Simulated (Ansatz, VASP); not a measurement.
## Be in VASP and in Ansatz

The input INCAR:

```
SYSTEM = Be
PREC     = Accurate       ! precision mode
ENCUT    = 520            ! plane-wave cutoff, eV
EDIFF    = 1E-6           ! SCF threshold, eV
ISMEAR   = -1             ! smearing method
SIGMA    = 0.05           ! smearing width, eV
LREAL    = .False.        ! projectors in reciprocal space
LASPH    = .True.         ! aspherical terms in the spheres
NELM     = 80             ! most SCF steps
ALGO     = Normal         ! electronic algorithm
ISIF     = 2              ! what is computed and relaxed
LWAVE    = .False.        ! write WAVECAR
LCHARG   = .True.         ! write CHGCAR
GGA      = PS             ! functional
LELF     = .True.         ! ELF
LVHAR    = .True.       
NBANDS   = 12             ! bands
```

KPOINTS

```
Automatic mesh
0
Gamma
  9 9 14
  0 0 0
```

The input POSCAR:

```
Be
1.0
    3.7342827559      0.0000000000      0.0000000000
    0.0000000000      3.7342827559      0.0000000000
    0.0000000000      0.0000000000      2.2736502440
Be
4
Direct
    0.2974080000      0.2974080000      0.0000000000
    0.7025920000      0.7025920000      0.0000000000
    0.2025920000      0.7974080000      0.5000000000
    0.7974080000      0.2025920000      0.5000000000
```

Input for Ansatz:

```yaml
crystal:
  lattice:
    - [3.7342827559, 0.0, 0.0]
    - [0.0, 3.7342827559, 0.0]
    - [0.0, 0.0, 2.273650244]
  atoms:
    - { symbol: Be, position: [0.297408, 0.297408, 0.0] }
    - { symbol: Be, position: [0.702592, 0.702592, 0.0] }
    - { symbol: Be, position: [0.202592, 0.797408, 0.5] }
    - { symbol: Be, position: [0.797408, 0.202592, 0.5] }
kpoints:
  mp_grid: { grid: [9, 9, 14] }
  band_path:
    path:
      - [0.0, 0.0, 0.0]
      - [0.0, 0.5, 0.0]
      - [0.5, 0.5, 0.0]
      - [0.0, 0.0, 0.0]
      - [0.0, 0.0, 0.5]
      - [0.0, 0.5, 0.5]
      - [0.5, 0.5, 0.5]
      - [0.0, 0.0, 0.5]
      - [0.0, 0.5, 0.0]
    npoints: 5
scf:
  occupations: { method: fermi_dirac, width: 0.05 }
hamiltonian:
  xc: pbesol
  pseudopotentials: { kind: all_electron, lapw: { basis_error: 0.001 } }
output:
  forces: true
  stress: true
  eigenvalues: true
```

Change from the starting cell: volume scaled by 0.99.

Alike in both runs: task single point; functional PBEsol; k mesh 9 × 9 × 14; occupations fermi-dirac, width 0.05 eV; no spin polarisation.

|  | VASP | Ansatz |
| --- | --- | --- |
| version | VASP 6.6.1 | Ansatz 0.2.0 |
| potentials or method | VASP PAW PBE potentials, release 64 (Be) | all-electron LAPW, scalar-relativistic |
| plane-wave cutoff (eV) | 520 | see its input |

|  | VASP | Ansatz | Ansatz less VASP |
| --- | --- | --- | --- |
| pressure (GPa) | 0.5 | 0.0 | -0.46 |
| largest component of the traceless stress (GPa) | 0.71 | 0.72 | +0.009 |
| rms of the force components (eV/Å) | 0.005 | 0.003 | -0.0020 |

Atom by atom the forces differ by 0.002 eV/Å (rms over components). Ansatz ran all-electron here, so the differences hold the error of VASP's frozen core and of both bases.

Caveats: the PAW data sets were made with another functional, which shifts forces and pressure a little (VASP).
